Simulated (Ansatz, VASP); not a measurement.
# One calculation of C, two programs

```
CELL_PARAMETERS angstrom
0.00000 1.87502 1.83038
1.87502 0.00000 1.83038
1.87502 1.87502 0.00000
ATOMIC_POSITIONS crystal
C 0.50000 0.50000 0.50000
C 0.75000 0.75000 0.75000
```

Change from the starting cell: strain +0.050 along x and y, +0.025 along z, atoms carried along.

Alike in both runs: task single point; functional PBE; k mesh 12 × 12 × 12; occupations gaussian, width 0.05 eV; no spin polarisation.

```csv
,VASP,Ansatz
version,VASP 6.6.1,Ansatz 0.2.0
potentials or method,"VASP PAW PBE potentials, release 64 (C)","scalar-relativistic, plane waves, PAW"
plane-wave cutoff (eV),520,420
valence electrons in the cell,8,8
```

```tsv
	VASP	Ansatz	Ansatz less VASP
gap on the k mesh at the Fermi level (eV)	3.32	3.33	+0.009
least direct gap on the mesh (eV)	4.85	4.85	+0.007
pressure (GPa)	-41.8	-42.0	-0.25
largest component of the traceless stress (GPa)	12.65	12.65	-0.001
```

Caveats: the cell as given lies far from equilibrium; so large a pressure means that the cell lies far from this level's equilibrium, or that cutoff or potentials fall short (VASP).
